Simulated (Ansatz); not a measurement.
**Ru (Fm-3m): electronic heat capacity and spin susceptibility from the density of states**

Method: DFT PBE, scalar-relativistic, plane waves, PAW (Ansatz).

Cutoff 420 eV; k points 18×18×18 on the computed 1-atom cell (Γ-centred); Gaussian smearing, width 0.10 eV; no spin polarisation.

Relaxed cell: Fm-3m, a = 3.810 Å, b = 3.810 Å, c = 3.810 Å, α = 90.00°, β = 90.00°, γ = 90.00°, 1 atom in the primitive cell. This fcc form isn't the element's structure at ambient conditions.

The density of states at the Fermi level is 1.137 states/eV in the cell of 1 atom (1 formula unit; both spins, tetrahedra on a 27×27×27 mesh).

What Sommerfeld coefficient and Pauli susceptibility does this give?

Per formula unit N(E_F) = 1.137 states/eV. γ = (π²/3) k_B² N(E_F) N_A = 2.357 mJ/(mol K²) per state/eV, so γ = 2.7 mJ/(mol K²), a mole of formula units. χ_P = μ_B² N(E_F) N_A = 3.23×10⁻⁵ emu/mol per state/eV gives 3.7×10⁻⁵ emu/mol. This is the bare band result: a measured γ of the same phase is as a rule larger by a factor 1 + λ from phonons and spin fluctuations, the spin part of χ is larger by the Stoner factor, and a measured χ also holds orbital and core terms. N(E_F) at one energy is sensitive to the mesh where the density of states has sharp peaks.

Cost: 1 run of about 0.17 core-minutes, on Arm Neoverse V1 (shared hosts).